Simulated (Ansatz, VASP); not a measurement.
**KBr in VASP and in Ansatz**

```
CELL_PARAMETERS angstrom
0.00000 3.19373 3.29250
3.19373 0.00000 3.29250
3.19373 3.19373 0.00000
ATOMIC_POSITIONS crystal
K 0.00000 0.00000 0.00000
Br 0.50000 0.50000 0.50000
```

Change from the starting cell: strain -0.030 along x and y, +0.000 along z, atoms carried along.

Alike in both runs: task single point; functional LDA; k mesh 6 × 6 × 6; occupations gaussian, width 0.05 eV; no spin polarisation.

|  | VASP | Ansatz |
| --- | --- | --- |
| version | VASP 6.6.1 | Ansatz 0.2.0 |
| potentials or method | VASP PAW LDA potentials, release 64 (K_sv, Br) | scalar-relativistic, plane waves, PAW |
| plane-wave cutoff (eV) | 520 | 420 |
| valence electrons in the cell | 16 | 16 |

Ansatz gave:

| Property | Result |
| --- | --- |
| gap on the k mesh at the Fermi level (eV) | 4.20 |
| least direct gap on the mesh (eV) | 4.20 |
| pressure (GPa) | -0.6 |
| largest component of the traceless stress (GPa) | 0.70 |

Problem. Estimate VASP's values.

Solution. gap on the k mesh at the Fermi level (eV): 4.21; least direct gap on the mesh (eV): 4.21; pressure (GPa): -0.6; largest component of the traceless stress (GPa): 0.72.
